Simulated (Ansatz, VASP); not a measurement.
## PC214 in two plane-wave programs

Wanted: the spread between two codes on one cell, functional and k mesh. The cell is taken from a series of runs on this material, whose earlier steps may have relaxed, scaled, displaced or heated it; both programs get it as it stands.

Calculated with Ansatz 0.2.0; plane waves, with VASP 6.6.1 beside it; single point at LDA.

**1. The structure**

The cell holds 215 atoms: 214 C and 1 P. Its edges and angles: a = 10.595 Å, b = 10.595 Å, c = 10.595 Å, α = 90.0°, β = 90.0°, γ = 90.0°. It derives from C (C (Fd-3m)). Nearest the centre at fractional (0.375, 0.375, 0.375): P215 at 0.00 Å, C16 at 2.01 Å, C107 at 2.01 Å, C106 at 2.01 Å, C105 at 2.01 Å, C31 at 2.01 Å, C78 at 2.01 Å, C39 at 2.64 Å.

**2. Ansatz: single point, LDA**

Ansatz runs on its default PAW (the set named soft_2) files.

With cell and atoms fixed, the geometry can't cause a difference; cores, projectors, grids and the points listed under the comparison can.

input.yaml reads:

```yaml
crystal:
  lattice:
    - [10.5951881, 0.0, 0.0]
    - [0.0, 10.5951881, 0.0]
    - [0.0, 0.0, 10.5951881]
  atoms:
    - { symbol: C, position: [0.0003351542, 0.00033836365, 0.00013283783] }
    - { symbol: C, position: [0.00133760643, 0.16742305476, 0.16720816791] }
    - { symbol: C, position: [0.16741968221, 0.00133420003, 0.16720564423] }
    - { symbol: C, position: [0.16741464922, 0.16741575037, 0.00111169341] }
    - { symbol: C, position: [0.084009878, 0.08400956508, 0.08378710368] }
    - { symbol: C, position: [0.08486519294, 0.25112993594, 0.2508972453] }
    - { symbol: C, position: [0.25112834855, 0.08484672606, 0.2508937747] }
    - { symbol: C, position: [0.25111715615, 0.25111542396, 0.08458772103] }
    - { symbol: C, position: [0.00012599715, 0.00012624269, 0.3332131274] }
    - { symbol: C, position: [-0.00020704652, 0.1665990442, 0.50020418149] }
    - { symbol: C, position: [0.16659603396, -0.000209161, 0.50020788377] }
    - { symbol: C, position: [0.16861456106, 0.16860888221, 0.33541551647] }
    - { symbol: C, position: [0.08314407283, 0.08313711006, 0.41708451544] }
    - { symbol: C, position: [0.08153405367, 0.24949170368, 0.58476255866] }
    - { symbol: C, position: [0.24949413105, 0.0815195194, 0.58477260342] }
    - { symbol: C, position: [0.245891739, 0.24585361827, 0.4251102007] }
    - { symbol: C, position: [1.273073e-05, 1.619893e-05, 0.66670992979] }
    - { symbol: C, position: [0.00022748431, 0.16674844515, 0.83368538878] }
    - { symbol: C, position: [0.16674473746, 0.00022934688, 0.83368542404] }
    - { symbol: C, position: [0.1663911747, 0.16639069154, 0.66709150573] }
    - { symbol: C, position: [0.08312815874, 0.08312661318, 0.75035927836] }
    - { symbol: C, position: [0.08355985548, 0.25014073615, 0.91709215858] }
    - { symbol: C, position: [0.25014111898, 0.08355802269, 0.91709053169] }
    - { symbol: C, position: [0.24977919077, 0.24977647759, 0.75054570459] }
    - { symbol: C, position: [0.00011025091, 0.33342141013, -0.0001025721] }
    - { symbol: C, position: [-0.00021505668, 0.50041286652, 0.16638190822] }
    - { symbol: C, position: [0.16857413916, 0.33564560148, 0.1683432736] }
    - { symbol: C, position: [0.16658472016, 0.500420551, -0.00043302201] }
    - { symbol: C, position: [0.08310676576, 0.41731066131, 0.08286356096] }
    - { symbol: C, position: [0.08152337059, 0.58498496222, 0.24924551038] }
    - { symbol: C, position: [0.24573568674, 0.4253363992, 0.24542076163] }
    - { symbol: C, position: [0.24946799877, 0.58500396025, 0.0812669453] }
    - { symbol: C, position: [0.00029735538, 0.33368046347, 0.33346577686] }
    - { symbol: C, position: [-0.00080015989, 0.50019055301, 0.49997867515] }
    - { symbol: C, position: [0.16483575466, 0.33336528282, 0.50217461895] }
    - { symbol: C, position: [0.16484010483, 0.50236216213, 0.33316042561] }
    - { symbol: C, position: [0.08273523424, 0.41708088637, 0.41685927389] }
    - { symbol: C, position: [0.08267330485, 0.58357467938, 0.58335136636] }
    - { symbol: C, position: [0.24760746076, 0.41662043431, 0.58492453839] }
    - { symbol: C, position: [0.24761326824, 0.58513335613, 0.41636719396] }
    - { symbol: C, position: [-0.00093358829, 0.33339526245, 0.66739216724] }
    - { symbol: C, position: [-0.00054808571, 0.50016651599, 0.83333018594] }
    - { symbol: C, position: [0.16652383765, 0.33332196339, 0.83364480228] }
    - { symbol: C, position: [0.16496911333, 0.50050680271, 0.66826350255] }
    - { symbol: C, position: [0.08236721729, 0.4165742661, 0.75067274819] }
    - { symbol: C, position: [0.08293796013, 0.58357029692, 0.91619442486] }
    - { symbol: C, position: [0.25010735888, 0.41672935259, 0.91639711401] }
    - { symbol: C, position: [0.24954830049, 0.58338180727, 0.74996832077] }
    - { symbol: C, position: [8.20991e-06, 0.66692092056, -0.00018829753] }
    - { symbol: C, position: [0.00022925331, 0.83389785876, 0.16654615022] }
    - { symbol: C, position: [0.16638849733, 0.66729889934, 0.16617842803] }
    - { symbol: C, position: [0.16674523782, 0.83389819925, 2.286999e-05] }
    - { symbol: C, position: [0.08312103645, 0.7505905255, 0.08289873378] }
    - { symbol: C, position: [0.08356562701, 0.91732491862, 0.24992156609] }
    - { symbol: C, position: [0.24977551767, 0.75077037165, 0.24955147751] }
    - { symbol: C, position: [0.25014274293, 0.91731746875, 0.08333906573] }
    - { symbol: C, position: [-0.00093072276, 0.66759762347, 0.33319170077] }
    - { symbol: C, position: [-0.00054104768, 0.83353791752, 0.49995550199] }
    - { symbol: C, position: [0.16497852787, 0.66845375964, 0.50029367464] }
    - { symbol: C, position: [0.16652830658, 0.8338571665, 0.33310796186] }
    - { symbol: C, position: [0.0823702858, 0.75089323411, 0.41634134144] }
    - { symbol: C, position: [0.08294992424, 0.91642920654, 0.58333452922] }
    - { symbol: C, position: [0.24955244424, 0.75018439659, 0.58315478836] }
[... 36 lines left out ...]
    - { symbol: C, position: [0.50235245979, 0.33334877319, 0.16461391543] }
    - { symbol: C, position: [0.50018653013, 0.50018921644, -0.00100996838] }
    - { symbol: C, position: [0.41707282065, 0.4170806567, 0.08246098677] }
    - { symbol: C, position: [0.41661181475, 0.58514935567, 0.24734592542] }
    - { symbol: C, position: [0.58513172967, 0.41660350578, 0.2473553441] }
    - { symbol: C, position: [0.58357493322, 0.58357516512, 0.08244258105] }
    - { symbol: C, position: [0.32463819553, 0.50429459033, 0.50413736942] }
    - { symbol: C, position: [0.50422120676, 0.32464028008, 0.50410597772] }
    - { symbol: C, position: [0.50406410113, 0.50410394883, 0.32442967129] }
    - { symbol: C, position: [0.41432525934, 0.58141201794, 0.58120464694] }
    - { symbol: C, position: [0.58139670818, 0.41432347084, 0.58119657505] }
    - { symbol: C, position: [0.58135380511, 0.58136071966, 0.41411990134] }
    - { symbol: C, position: [0.33289156409, 0.33288646554, 0.66707476086] }
    - { symbol: C, position: [0.33323639457, 0.49986012751, 0.83313868746] }
    - { symbol: C, position: [0.49985893772, 0.3332358364, 0.83313790239] }
    - { symbol: C, position: [0.49884896279, 0.49885249031, 0.66494969061] }
    - { symbol: C, position: [0.41629140023, 0.41629055751, 0.74946790268] }
    - { symbol: C, position: [0.4166445417, 0.5834431797, 0.91589069844] }
    - { symbol: C, position: [0.5834427349, 0.41664371903, 0.91589096415] }
    - { symbol: C, position: [0.58255252179, 0.58255101842, 0.748425215] }
    - { symbol: C, position: [0.33338643728, 0.66760564902, -0.00114427938] }
    - { symbol: C, position: [0.33331926864, 0.83385385378, 0.16631265398] }
    - { symbol: C, position: [0.5004707208, 0.66844699549, 0.16476089731] }
    - { symbol: C, position: [0.50015760734, 0.83353858961, -0.00075251761] }
    - { symbol: C, position: [0.41657702125, 0.75090244054, 0.08213679434] }
    - { symbol: C, position: [0.41672460967, 0.91662679333, 0.24989098083] }
    - { symbol: C, position: [0.583370231, 0.75017512748, 0.24932463906] }
    - { symbol: C, position: [0.58357117602, 0.91641803827, 0.08271836123] }
    - { symbol: C, position: [0.33288596295, 0.66725305346, 0.33266721806] }
    - { symbol: C, position: [0.33324079987, 0.8333398011, 0.49964210251] }
    - { symbol: C, position: [0.49883753501, 0.66512117505, 0.49864014178] }
    - { symbol: C, position: [0.49984947375, 0.83333606082, 0.3330259478] }
    - { symbol: C, position: [0.41628686715, 0.74967583382, 0.41606723841] }
    - { symbol: C, position: [0.4166469552, 0.91611283705, 0.58322069231] }
    - { symbol: C, position: [0.58254776479, 0.74863319323, 0.58232894368] }
    - { symbol: C, position: [0.5834383861, 0.91610869389, 0.41642495716] }
    - { symbol: C, position: [0.33265064301, 0.66687674693, 0.66668088762] }
    - { symbol: C, position: [0.33332609119, 0.83339474209, 0.83318655371] }
    - { symbol: C, position: [0.49982519675, 0.66640774269, 0.83244530071] }
    - { symbol: C, position: [0.49982345434, 0.83264863827, 0.66619456897] }
    - { symbol: C, position: [0.41654706829, 0.74985853979, 0.74964040429] }
    - { symbol: C, position: [0.41664083624, 0.91656901612, 0.9163458539] }
    - { symbol: C, position: [0.58322262798, 0.74973591156, 0.91584991078] }
    - { symbol: C, position: [0.58322213166, 0.91606731022, 0.74951129331] }
    - { symbol: C, position: [0.6669220829, 1.139064e-05, -0.00018866175] }
    - { symbol: C, position: [0.66729330178, 0.16639141419, 0.16618187654] }
    - { symbol: C, position: [0.83389809243, 0.0002333278, 0.16654717287] }
    - { symbol: C, position: [0.83389808565, 0.16674967806, 2.530823e-05] }
    - { symbol: C, position: [0.75059486342, 0.08311870848, 0.08289833342] }
    - { symbol: C, position: [0.75076792388, 0.24977558688, 0.24955464332] }
    - { symbol: C, position: [0.91732901976, 0.08356742053, 0.24992229197] }
    - { symbol: C, position: [0.91732315392, 0.25014304696, 0.08334314802] }
    - { symbol: C, position: [0.66759627386, -0.00092818129, 0.33319197911] }
    - { symbol: C, position: [0.6684422098, 0.16497980689, 0.50028613059] }
    - { symbol: C, position: [0.83353809395, -0.00053919725, 0.49995296421] }
    - { symbol: C, position: [0.83385502246, 0.1665310679, 0.33310831942] }
    - { symbol: C, position: [0.75089744102, 0.0823676742, 0.41634180122] }
    - { symbol: C, position: [0.750181917, 0.24955134209, 0.58315122147] }
    - { symbol: C, position: [0.91643384199, 0.08295031016, 0.58333229168] }
    - { symbol: C, position: [0.91663606066, 0.25011848203, 0.41650389342] }
    - { symbol: C, position: [0.66684597036, -0.00062538128, 0.66663480512] }
    - { symbol: C, position: [0.66702926672, 0.16639439859, 0.83333909963] }
    - { symbol: C, position: [0.83350687073, -6.053864e-05, 0.83330241848] }
    - { symbol: C, position: [0.83354198664, 0.16640195346, 0.6668104049] }
    - { symbol: C, position: [0.74995911806, 0.08304322142, 0.74972246781] }
    - { symbol: C, position: [0.75051548341, 0.24979798073, 0.91620434303] }
    - { symbol: C, position: [0.91691189826, 0.08329414197, 0.91668450272] }
    - { symbol: C, position: [0.91643039715, 0.24980767352, 0.7502829327] }
    - { symbol: C, position: [0.66759943648, 0.33339161559, -0.00113885589] }
    - { symbol: C, position: [0.66843219051, 0.50047263646, 0.16476985008] }
    - { symbol: C, position: [0.83385126202, 0.33331995049, 0.16631684916] }
    - { symbol: C, position: [0.83353677125, 0.500156868, -0.00074877824] }
    - { symbol: C, position: [0.7509000928, 0.41657094704, 0.0821416173] }
    - { symbol: C, position: [0.75017345474, 0.58336589798, 0.2493281918] }
    - { symbol: C, position: [0.91663277828, 0.41672293692, 0.24989376849] }
    - { symbol: C, position: [0.9164244513, 0.58356262284, 0.08272313392] }
    - { symbol: C, position: [0.66723186647, 0.33288600346, 0.33267267207] }
    - { symbol: C, position: [0.66510406872, 0.49883787359, 0.49863737516] }
    - { symbol: C, position: [0.83333402521, 0.33324229859, 0.49963931112] }
    - { symbol: C, position: [0.83333094213, 0.49984760771, 0.33302846369] }
    - { symbol: C, position: [0.74967010289, 0.41628614136, 0.41606707353] }
    - { symbol: C, position: [0.74863128138, 0.58254354318, 0.58232634187] }
    - { symbol: C, position: [0.91611633451, 0.4166456383, 0.58321645762] }
    - { symbol: C, position: [0.91611238659, 0.5834343159, 0.41642457432] }
    - { symbol: C, position: [0.66685946464, 0.33265458195, 0.66666990336] }
    - { symbol: C, position: [0.66640764644, 0.49982411363, 0.83244390648] }
    - { symbol: C, position: [0.83339228183, 0.33333029925, 0.83318587943] }
    - { symbol: C, position: [0.83264565325, 0.49982196198, 0.66619149262] }
    - { symbol: C, position: [0.74985698765, 0.41654277292, 0.74963721682] }
    - { symbol: C, position: [0.74973979535, 0.58321662032, 0.91585015339] }
    - { symbol: C, position: [0.9165752093, 0.41663426701, 0.91634854574] }
    - { symbol: C, position: [0.91607055967, 0.58321543549, 0.74950919813] }
    - { symbol: C, position: [0.66683879048, 0.66683841354, -0.00082419002] }
    - { symbol: C, position: [0.66701675264, 0.83353525656, 0.16619906646] }
    - { symbol: C, position: [0.83353235123, 0.66701399199, 0.16620134962] }
    - { symbol: C, position: [0.83350438423, 0.83350555207, -0.00026062664] }
    - { symbol: C, position: [0.74995436705, 0.74994839522, 0.08282389902] }
    - { symbol: C, position: [0.75050834678, 0.91642666302, 0.24957746853] }
    - { symbol: C, position: [0.91642854332, 0.75050371854, 0.24958024623] }
    - { symbol: C, position: [0.91691052342, 0.91690826949, 0.08307297719] }
    - { symbol: C, position: [0.6668207044, 0.66682643478, 0.33244828535] }
    - { symbol: C, position: [0.66640112855, 0.83264086543, 0.4996113436] }
    - { symbol: C, position: [0.83263925681, 0.66639825902, 0.49961095181] }
    - { symbol: C, position: [0.83338554629, 0.8333868022, 0.33312811214] }
    - { symbol: C, position: [0.74983995206, 0.7498376379, 0.4163194241] }
    - { symbol: C, position: [0.74973790395, 0.91606728177, 0.58298779652] }
    - { symbol: C, position: [0.91607023312, 0.74973168534, 0.58298696635] }
    - { symbol: C, position: [0.91658070979, 0.9165769879, 0.41640499617] }
    - { symbol: C, position: [0.6659580499, 0.66595699026, 0.66574826964] }
    - { symbol: C, position: [0.66667249867, 0.83305619758, 0.83285105591] }
    - { symbol: C, position: [0.83305628247, 0.66667050782, 0.83285075612] }
    - { symbol: C, position: [0.83305747494, 0.83305697657, 0.66646154555] }
    - { symbol: C, position: [0.74963291171, 0.74962699868, 0.74940246468] }
    - { symbol: C, position: [0.75003198262, 0.91645641576, 0.91623207496] }
    - { symbol: C, position: [0.91646088908, 0.75002509506, 0.91623247507] }
    - { symbol: C, position: [0.91646324815, 0.91645888198, 0.74979565339] }
    - { symbol: P, position: [0.375031337, 0.37504232864, 0.37482350836] }
  host:
    repeats: [3, 3, 3]
    atoms:
      - { symbol: C, position: [0.0, 0.0, 0.0] }
      - { symbol: C, position: [0.0, 0.5, 0.5] }
      # ... 6 more atoms of the perfect host
basis:
  ecutwfc: 420
  xc_grid: 2
hamiltonian:
  xc: lda
kpoints:
  mp_grid: { grid: [1, 1, 1] }
magnetization:
  spin_polarized: true
  initial_magnetization: 1
  spin_locking: { lock_magnetization: hard }
scf:
  occupations: { method: fermi_dirac, width: 0.01 }
  max_iter: 80
  n_extra_bands: 16
  lower_state_search: "off"
output:
  forces: true
checkpoint:
  read: "../exc.ground.q0_M1.run"
  write: "../exc0_q0_M1.ground.l1.6.run"
  compress: false
  write_wavefunctions: false
  write_every: 100000
```

Started as:

```
ansatz run input.yaml --threads 12 --pin off --max-ram 56524MiB --backend cuda --events-out ev --progress --plain --runs-dir out --max-vram 78GiB
```

The log of the run:

```text
Warning: the band count 447 (scf.n_extra_bands) hosts the net moment |M| = 1.0000 μB (N_el = 861) but caps the reachable moment at 2·n_bands − N_el = 33.0000 μB, below the 646 bands that the automatic [...]
Warning: checkpoint.read: the run can stay near the saved state's solution: 215 site(s) moved relative to the saved geometry (max |Δs| = 6.322e-3 fractional); the SCF starts from the saved state under [...]
[...]
Engine: ansatz 0.2.0, aarch64-unknown-linux-gnu
[...]
Pseudopotential: C, paw, valence charge 4, recommended cutoff 420 eV (normal), C.paw.azcp
Pseudopotential: P, paw, valence charge 5, recommended cutoff 420 eV (normal), P.paw.azcp
Functional definition: SPW92
[...]
Crystal: 215 atoms, lattice volume = 1189.395 Å³
Basis set: ecut = 420 eV, 23127 PW (Γ), exchange–correlation on 144×144×144 points (8 copies of the dense FFT grid, shifted against one another)
[...]
k-points: 1
[...]
Functional: x = slater, c = lda
[...]
SCF iter   1: F=—  HF=-52718.979265 eV  |F-HF|=—  |Δ(HF+E_count)|=         —  Δρ=5.04e-3 (↑3.61e-3 ↓5.04e-3)  dr2=7.29e-1  dr2_m=4.02e-2  M=1.000 μB ∫|m|=1.050 μB  β_m=0.30  ethr=8.56e-5  ⟨swp⟩=3.0  H [...]
preconditioner: auto → Resta (q_TF=auto, 2.585 Å⁻¹)  ε∞=6.6  [insulator: Δε(μ)=0.055 eV  Ē_g=13.394 eV  σ=0.010 eV  W_gap=0.88  n_scr=364 (ndim 8)  ℏωp=31.6 eV  f_vac=0.000  D(μ)=11.29/eV (n_scr^D=32) [...]
spin=Collinear: Resta preconditioning applied to the charge; magnetization (m = ρ↑ − ρ↓) channel mixes plain (no charge-response kernel on spin).
SCF iter   2: F=—  HF=-52718.876188 eV  |F-HF|=—  |Δ(HF+E_count)|=   1.03e-1  Δρ=2.55e-3 (↑2.55e-3 ↓2.41e-3)  dr2=2.16e-1  dr2_m=2.00e-3  M=1.000 μB ∫|m|=1.036 μB  β_m=0.42  ethr=8.46e-5  ⟨swp⟩=2.5  H [...]
[...]
SCF 1 converged in 12 iterations: F = -52718.810142 eV  dr2 = 4.83e-8
[...]
SCF converged after 12 iterations
[...]
```

(Continued in part 2 of 2.)

[Lines on the potential files, build, host, timing and source positions are cut from VASP's logs without a mark.]

[Logs are printed without paths, hosts, clocks, repeated set-up lines and the standing remarks that a program may print on its own settings, such as how far it seeks lower states.]

[Hosts, paths, dates, database ids (printed as entryN), source tags and the programs' standing remarks are cut or masked in the printed files.]
